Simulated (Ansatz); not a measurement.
# MnO2 (P6_3/mmc) in Ansatz: notebook

One crystal, MnO2, is run at these levels: PBEsol, r2SCAN; tasks: relaxation of cell and atoms.

All numbers are computed with Ansatz 0.2.0; they aren't measurements. Logs are shortened: lines on timing, memory, paths and dates and some standing lists are left out, and cuts for length are marked.

## 1. The crystal as given

Symmetry: P6_3/mmc, No. 194, hexagonal system. Conventional cell: a = 2.855 Å, b = 2.855 Å, c = 10.222 Å, α = 90.00°, β = 90.00°, γ = 120.00°. Mn (site symmetry -3m) has 6 O at 1.90 Å as nearest neighbours. Around O (site symmetry 3m) lie 3 Mn at 1.90 Å.

Measurements of this composition are mostly on another form, of space group No. 136.

## 2. Relaxation of cell and atoms, PBEsol, collinear spin, ferromagnetic start

input.yaml reads:

```yaml
crystal:
  lattice:
    - [2.8549554371, 0.0, 0.0]
    - [-1.4274777185, 2.4724639352, 0.0]
    - [0.0, 0.0, 10.2217427273]
  atoms:
    - { symbol: Mn, position: [0.0, 0.0, 0.5], spin: 4.0 }
    - { symbol: Mn, position: [0.0, 0.0, 0.0], spin: 4.0 }
    - { symbol: O, position: [0.6666666667, 0.3333333333, 0.40685645] }
    - { symbol: O, position: [0.6666666667, 0.3333333333, 0.09314355] }
    - { symbol: O, position: [0.3333333333, 0.6666666667, 0.59314355] }
    - { symbol: O, position: [0.3333333333, 0.6666666667, 0.90685645] }
hamiltonian:
  xc: pbesol
  pseudopotentials: { kind: paw }
magnetization:
  spin_polarized: true
kpoints:
  mp_grid: { grid: [11, 11, 3] }
scf:
  occupations: { method: fermi_dirac, width: 0.05 }
output:
  forces: true
  stress: true
  eigenvalues: true
  write_density: true
  write_potential: true
  elf: true
  volumetric_format: npy
relax:
  f_tol: 0.01
  max_steps: 40
  cell: { stress_tol: 0.05 }
```

Potentials or basis: Ansatz PAW.

Command:

```console
$ ansatz run input.yaml --threads 2 --pin off --max-ram 5632MiB --backend cpu --events-out ev --progress --plain --runs-dir out
```

Standard output:

```text
Warning: RAYON_NUM_THREADS=2 ignored (pool sized by the plan → 2); use --threads N
Engine: ansatz 0.2.0, x86_64-unknown-linux-gnu
Pseudopotentials: kind: paw
Pseudopotential: Mn, paw, valence charge 15, recommended cutoff 420 eV (normal), Mn.paw.azcp
Pseudopotential: O, paw, valence charge 6, recommended cutoff 420 eV (normal), O.paw.azcp
Functional definition: PBEsol
  exchange = pbesol_x
  correlation = pbesol_c
Crystal: 6 atoms, lattice volume = 72.153 Å³
Basis set: ecut = 420 eV, 1427 PW (Γ), exchange–correlation on 40×40×144 points (8 copies of the dense FFT grid, shifted against one another)
Bands: 38, of which v1, the nominal top of the filled ones, is band 27 counted from 1 (26 counted from 0)
Symmetry: 24 space group operations
Space group: P63/mmc (ITA 194), of the structure as read, at distance tolerance 4.2e-5 Å
Magnetic group: BNS 194.263 (UNI 1493), of the structure as read, at distance tolerance 4.2e-5 Å
k-points: 32 of 363
Non-local potential: Mn, projectors of the file, l = 0: 3, l = 1: 2, l = 2: 3, l = 3: 1
Non-local potential: O, projectors of the file, l = 0: 2, l = 1: 2, l = 2: 1
PAW form: soft (Blöchl's): semilocal exchange-correlation on the pseudo side does not see the compensation charge
PAW frozen core: Mn, regenerated for the run's functional, and the local potential with it (the file was generated under x = pbe(κ = 0.804, μ = 0.2195149727645171), c = pbe(β = 0.06672455060314922))
PAW frozen core: O, regenerated for the run's functional, and the local potential with it (the file was generated under x = pbe(κ = 0.804, μ = 0.2195149727645171), c = pbe(β = 0.06672455060314922))
PAW one-centre angular grid: Mn, 590 points (default); XC on 64 Gauss nodes
PAW one-centre angular grid: O, 110 points (default); XC on 64 Gauss nodes
Initial density: superposition of atomic densities (chi_scale 0.1, normalization cell, long waves kept (reshape's long-wave potential 0.21 eV rms))
Starting moments: Σ|m| = 8 μB on 2 of 6 sites
Initial wavefunctions: pseudopotential atomic-orbital guess
Functional: x = pbesol(κ = 0.804, μ = 0.12345679012345678), c = pbesol(β = 0.046)
SCF iter   1: F=—  HF=-9979.449962 eV  |F-HF|=—  |Δ(HF+E_count)|=         —  Δρ=5.82e-2 (↑5.11e-2 ↓5.82e-2)  dr2=6.87e0  dr2_m=6.38e-1  M=6.000 μB ∫|m|=7.009 μB  β_m=0.30  ethr=3.10e-3  ⟨swp⟩=6.8  Hψ=10214  notcnv=0
Mixer restart at iter 1: flushing history
preconditioner: auto → none  [insulator: Δε(μ)=1.312 eV  Ē_g=12.491 eV  σ=0.050 eV  W_gap=1.00  n_scr=14 (ndim 8)  ℏωp=26.9 eV  f_vac=0.193  D(μ)=0.00/eV (n_scr^D=0)  ε∞_Penn≈5.7]
SCF iter   2: F=—  HF=-9980.459609 eV  |F-HF|=—  |Δ(HF+E_count)|=    1.01e0  Δρ=4.88e-2 (↑4.88e-2 ↓2.66e-2)  dr2=9.65e-1  dr2_m=6.39e-1  M=6.000 μB ∫|m|=6.676 μB  β_m=0.30  ethr=3.10e-3  ⟨swp⟩=3.0  Hψ=5513  notcnv=0  defer=180
SCF iter   3: F=—  HF=-9980.044823 eV  |F-HF|=—  |Δ(HF+E_count)|=   4.15e-1  Δρ=2.60e-2 (↑2.60e-2 ↓2.48e-2)  dr2=3.00e-1  dr2_m=3.09e-1  M=6.000 μB ∫|m|=6.619 μB  β_m=0.45  ethr=1.79e-3  ⟨swp⟩=2.8  Hψ=4078  notcnv=0  defer=179
[... 342 lines left out ...]
E sigma→0 (E₀):  -9980.707554 eV
Entropy (-TS):   -0.000017 eV (-0.003 meV/atom)
Fermi energy:    5.728173 eV
--- Per-component energies (eV) ---
  E_band       = -862.610972
  E_kinetic    = 1297.639677
  E_local      = -9454.812054  (includes V_loc(G=0)·N_el)
  E_nonlocal   = 670.811174
  E_hartree    = 4001.573753
  E_xc         = -515.933943
  E_vxc        = -662.452048  (∫ρ·V_xc dr)
  E_paw        = -3138.652820  (= ΣΔE_a)
  E_vpaw       = -716.954544  (= ΣTr[D̂ρ^β])
  E_aug_tail   = 0.009495  (compensation charges beyond the density's cutoff)
  E_ewald      = -2841.823280
  E_core_change = 0.480452  (= ΣΔE_core)
  E_smearing   = -0.000017  (= −TS)
  E_closure    = 0.000000  (closes the sum)
  Σ components = -9980.707562   (vs F -9980.707562, Δ=0.00e0)
--- Forces (eV/Å), atoms counted from 1 ---
  atom   1  Mn    -0.00000000    -0.00000000     0.00000000
  atom   2  Mn    -0.00000000    -0.00000000     0.00000000
  atom   3  O      0.00000000     0.00000000     0.00009258
  atom   4  O      0.00000000     0.00000000    -0.00009258
  atom   5  O     -0.00000000    -0.00000000    -0.00009258
  atom   6  O     -0.00000000    -0.00000000     0.00009258
  max |Σ_I F_I| component: 1.85e-17 eV/Å
--- Stress (GPa, compression-positive) ---
        0.001838       0.000000       0.000000
       -0.000000       0.001838       0.000000
        0.000000       0.000000       0.041823
  P = ⅓ Tr σ = 0.0152 GPa (0.152 kbar)
--- Band table (eV; the first three rows and the last of 64) ---
  k-point 0 ↑: bands = ["-75.9574", "-75.9574", "-44.7329", "-44.7329", "-44.7313", "-44.7313", "-44.7313", "-44.7313", "-14.3044", "-14.2927", "-12.0737", "-12.0511", "-0.8422", "-0.7072", "-0.7072", "-0.7059", "-0.7059", "-0.6899", "2.9933", "2.9933", "2.9936", "2.9936", "3.2205", "3.6094", "3.8613", "3.8613", "3.8670", "3.8670", "5.1328", "5.2595", "8.3050", "8.3050", "8.3111", "8.3111", "11.9420", "13.3872", "13.9996", "15.4138"]
  k-point 1 ↑: bands = ["-75.9574", "-75.9574", "-44.7329", "-44.7329", "-44.7313", "-44.7313", "-44.7313", "-44.7313", "-14.3015", "-14.2956", "-12.0680", "-12.0567", "-0.8055", "-0.7294", "-0.7069", "-0.7069", "-0.7062", "-0.7062", "2.9934", "2.9934", "2.9935", "2.9935", "3.3138", "3.5072", "3.8625", "3.8625", "3.8657", "3.8657", "5.1704", "5.2330", "8.3066", "8.3066", "8.3097", "8.3097", "12.1658", "12.7699", "14.6356", "15.2260"]
  k-point 2 ↑: bands = ["-75.9557", "-75.9557", "-44.7457", "-44.7457", "-44.7345", "-44.7345", "-44.7305", "-44.7305", "-14.1936", "-14.1820", "-12.1008", "-12.0795", "-0.7812", "-0.7624", "-0.7129", "-0.6173", "-0.6159", "-0.5679", "2.5266", "2.5342", "2.6736", "2.6754", "3.4445", "3.7492", "3.8720", "3.9264", "4.1283", "4.1335", "5.1663", "5.2986", "8.0095", "8.0378", "8.2383", "8.2447", "12.2664", "13.5870", "14.3674", "15.8083"]
  k-point 31 ↓: bands = ["-72.7798", "-72.7798", "-41.8644", "-41.8644", "-41.8226", "-41.8226", "-41.5065", "-41.5065", "-12.3361", "-12.3320", "-12.3118", "-12.3077", "-0.2054", "-0.1918", "0.0003", "0.0113", "0.7678", "0.7804", "2.1759", "2.2102", "2.4513", "2.5007", "2.7731", "2.8128", "6.5159", "6.5224", "7.2419", "7.2558", "7.3886", "7.4053", "9.0298", "9.0311", "9.0498", "9.0535", "18.1552", "18.3526", "18.7477", "18.9285"]
--- Relaxed structure (17 steps of the walk, 16 accepted, 8 SCFs on fresh bases) ---
  F+E_penalty+E_count = -9980.70756243 eV   max|allowed force component| = 9.258e-5 eV/Å   (the final SCF, on the basis selected at the relaxed cell)
  cell:  # Å, volume = 77.8232 Å³
    - [2.839859642174234, -2.87147486799349e-11, 0.0]
    - [-1.4199298210622489, 2.4593905933194296, 0.0]
    - [0.0, 0.0, 11.142553990872505]
  atoms:
    - { symbol: Mn, position: [1.9626699548365503e-35, -7.140396967147832e-34, 0.5] }
    - { symbol: Mn, position: [-1.5010594461469074e-33, 9.217588383273961e-34, -2.4749253983630898e-20] }
    - { symbol: O, position: [0.6666666666666666, 0.33333333333333337, 0.4147376064555934] }
    - { symbol: O, position: [0.6666666666666666, 0.33333333333333337, 0.08526239354440648] }
    - { symbol: O, position: [0.33333333333333326, 0.6666666666666666, 0.5852623935444065] }
    - { symbol: O, position: [0.33333333333333326, 0.6666666666666666, 0.9147376064555937] }
```

rho_z.tsv:

```text
# z_ang	rho[e/angstrom^3]	rho_spin[e/angstrom^3]
# format = ansatz-planar-average/11
# lattice	2.839859642	-0.000000000	0.000000000
# lattice	-1.419929821	2.459390593	0.000000000
# lattice	0.000000000	0.000000000	11.142553991
# sites	6
# site	25	0.000000000	-0.000000000	5.571276995
# site	25	-0.000000000	0.000000000	-0.000000000
# site	8	1.419929821	0.819796864	4.621236172
# site	8	1.419929821	0.819796864	0.950040823
# site	8	0.000000000	1.639593729	6.521317819
# site	8	0.000000000	1.639593729	10.192513167
0.000000	2.531559e0	5.147723e-1
0.148567	2.288150e0	4.431910e-1
0.297135	1.749120e0	2.991849e-1
0.445702	1.278121e0	1.801769e-1
0.594270	1.069902e0	1.044880e-1
0.742837	1.058862e0	5.665570e-2
[... 67 lines left out ...]
10.845419	1.749120e0	2.991849e-1
10.993987	2.288150e0	4.431910e-1
```

v_z.tsv:

```text
# z_ang	v_es[eV]	v_tot_up[eV]	v_tot_dn[eV]
# format = ansatz-planar-average/11
# xc	pbesol
# density_cutoff_ev	1680
# datasets	Mn=:simpson_from_first_knot:soft:shift=-858434	O=:simpson_from_first_knot:soft:shift=-234619
# lattice	2.839859642	-0.000000000	0.000000000
# lattice	-1.419929821	2.459390593	0.000000000
# lattice	0.000000000	0.000000000	11.142553991
# sites	6
# site	25	0.000000000	-0.000000000	5.571276995
# site	25	-0.000000000	0.000000000	-0.000000000
# site	8	1.419929821	0.819796864	4.621236172
# site	8	1.419929821	0.819796864	0.950040823
# site	8	0.000000000	1.639593729	6.521317819
# site	8	0.000000000	1.639593729	10.192513167
0.000000	-1.023418e1	-2.521711e1	-2.443631e1
0.148567	-9.678198e0	-2.453807e1	-2.379786e1
0.297135	-8.712890e0	-2.350420e1	-2.278489e1
0.445702	-7.911645e0	-2.249536e1	-2.180623e1
0.594270	-6.528255e0	-2.095733e1	-2.025839e1
0.742837	-4.764850e0	-1.876169e1	-1.815680e1
[... 67 lines left out ...]
10.845419	-8.712890e0	-2.350420e1	-2.278489e1
10.993987	-9.678198e0	-2.453807e1	-2.379786e1
```

Wall time 91 s (2 threads of Intel Xeon 6975P-C (Granite Rapids), shared host); peak memory 0.5 GiB.

Results:

```
Free energy                            : -9980.7076 eV
Relaxed volume                         : 12.97 Å³/atom
Relaxed cell                           : a = 2.840 Å, b = 2.840 Å, c = 11.143 Å, α = 90.00°, β = 90.00°, γ = 120.00°
Space group after relaxing (to 0.05 Å) : P6_3/mmc (No. 194)
Energy gained by relaxing              : 2.9 meV/atom
Ionic steps                            : 24
Pressure after relaxing                : 0.0 GPa
Band gap on the k mesh                 : 0.82 eV, indirect (least direct gap 0.86 eV)
Net moment                             : 6.00 μB per cell
Absolute moment                        : 6.06 μB per cell
Site moments                           : Mn +2.47; O +0.06 μB
```

Step by step:
```csv
step,energy change (eV),largest force (eV/Å),volume (Å³)
1,0.0000,0.1901,72.15
2,-0.0057,0.0955,72.74
3,-0.0065,0.0064,73.02
4,-0.0069,0.0001,72.93
5,-0.0123,0.0000,72.93
6,-0.0095,0.0057,73.77
7,-0.0069,0.0016,74.31
8,-0.0148,0.0021,74.31
9,-0.0117,0.0005,75.09
10,-0.0101,0.0061,75.40
11,-0.0159,0.0057,75.40
12,-0.0132,0.0006,76.05
13,-0.0122,0.0006,76.24
14,-0.0167,0.0008,76.24
15,-0.0148,0.0004,76.70
16,-0.0169,0.0004,76.70
17,-0.0156,0.0005,76.99
18,-0.0149,0.0005,77.15
19,-0.0171,0.0007,77.15
20,-0.0155,0.0008,77.50
21,-0.0173,0.0008,77.50
22,-0.0168,0.0008,77.62
23,-0.0159,0.0002,77.82
24,-0.0174,0.0001,77.82
```

Final structure:
```
Mn O
1.0
     2.83986    0.00000    0.00000
    -1.41993    2.45939    0.00000
     0.00000    0.00000   11.14255
Mn O
2 4
Direct
  0.00000 0.00000 0.50000
  0.00000 0.00000 0.00000
  0.66667 0.33333 0.41474
  0.66667 0.33333 0.08526
  0.33333 0.66667 0.58526
  0.33333 0.66667 0.91474
```

Levels at points of the mesh, in eV from the valence-band top:
Spin up:
```
           k point  band 27  band 28  band 29  band 30  band 31  band 32  band 33  band 34
(0.00, 0.00, 0.00)    -1.43    -1.43    -0.17    -0.04     3.01     3.01     3.01     3.01
```
Spin down:
| k point | band 20 | band 21 | band 22 | band 23 | band 24 | band 25 | band 26 | band 27 | band 28 | band 29 |
| --- | --- | --- | --- | --- | --- | --- | --- | --- | --- | --- |
| (0.00, 0.00, 0.00) | -1.52 | -1.34 | -1.34 | -1.33 | -1.33 | 0.82 | 0.82 | 0.82 | 0.82 | 2.50 |

Caveat: odd divisions of the mesh miss points on the zone boundary, where band edges often lie, so the gap on the mesh can be too wide; the plane-wave basis is chosen anew once the cell has moved, so the energies of steps on either side of that aren't comparable; the pressure holds a Pulay correction of +0.7 GPa for the finite cutoff; only a ferromagnetic start was run, and an antiferromagnetic order may lie lower in energy; the PAW data sets come from PBE, with cores solved anew for the run's functional, which leaves a small shift of forces and pressure.

## 3. Relaxation of cell and atoms, r2SCAN, collinear spin, ferromagnetic start

input.yaml: that of step 2 with these lines changed.

```diff
@@ -13,3 +13,3 @@
 hamiltonian:
-  xc: pbesol
+  xc: r2scan
   pseudopotentials: { kind: paw }
```

Potentials or basis: Ansatz PAW.

Command:

```console
$ ansatz run input.yaml --threads 2 --pin off --max-ram 5632MiB --backend cpu --events-out ev --progress --plain --runs-dir out
```

Run time: 47 s. Hardware: 2 threads of Intel Xeon 6975P-C (Granite Rapids), shared host; peak memory 0.74 GiB.

The run converged. Its results:

```yaml
Free_energy: -10083.5049 eV
Relaxed_volume: 12.21 Å³/atom
Relaxed_cell: a = 2.851 Å, b = 2.851 Å, c = 10.413 Å, α = 90.00°, β = 90.00°, γ = 120.00°
Space_group_after_relaxing_to_0.05_Å: P6_3/mmc (No. 194)
Energy_gained_by_relaxing: 0.4 meV/atom
Ionic_steps: 6
Pressure_after_relaxing: 0.0 GPa
Band_gap_on_the_k_mesh: 2.02 eV, indirect (least direct gap 2.09 eV)
Net_moment: 6.00 μB per cell
Absolute_moment: 6.18 μB per cell
Site_moments: Mn +2.58; O +0.02 μB
```

Step by step:
| step | energy change (eV) | largest force (eV/Å) | volume (Å³) |
| --- | --- | --- | --- |
| 1 | 0.0000 | 0.1159 | 72.15 |
| 2 | -0.0015 | 0.0464 | 72.51 |
| 3 | -0.0018 | 0.0103 | 73.02 |
| 4 | -0.0018 | 0.0064 | 73.17 |
| 5 | -0.0017 | 0.0001 | 73.29 |
| 6 | -0.0025 | 0.0001 | 73.29 |

Final structure:
```yaml
crystal:
  lattice:
    - [2.85081, 0.00000, 0.00000]
    - [-1.42540, 2.46887, 0.00000]
    - [0.00000, 0.00000, 10.41269]
  atoms:
    - { symbol: Mn, position: [0.00000, 0.00000, 0.50000] }
    - { symbol: Mn, position: [0.00000, 0.00000, 0.00000] }
    - { symbol: O, position: [0.66667, 0.33333, 0.40890] }
    - { symbol: O, position: [0.66667, 0.33333, 0.09110] }
    - { symbol: O, position: [0.33333, 0.66667, 0.59110] }
    - { symbol: O, position: [0.33333, 0.66667, 0.90890] }
```

Levels at points of the mesh, in eV from the valence-band top:
Spin up:
```tsv
k point	band 28	band 29	band 30	band 31	band 32	band 33
(0.00, 0.00, 0.00)	-0.96	-0.31	-0.07	3.62	3.62	3.64
```
Spin down:
```
           k point  band 21  band 22  band 23  band 24  band 25  band 26  band 27  band 28
(0.00, 0.00, 0.00)    -0.95    -0.94    -0.94    -0.91     2.02     2.02     2.02     2.02
```

Caveat: the magnetic or orbital state may not be the lowest; odd divisions of the mesh miss points on the zone boundary, where band edges often lie, so the gap on the mesh can be too wide; the plane-wave basis is chosen anew once the cell has moved, so the energies of steps on either side of that aren't comparable; only a ferromagnetic start was run, and an antiferromagnetic order may lie lower in energy; the PAW data sets come from PBE, with cores solved anew for the run's functional, which leaves a small shift of forces and pressure. r2SCAN opens gaps a little over a GGA but as a rule still falls short of measured ones.
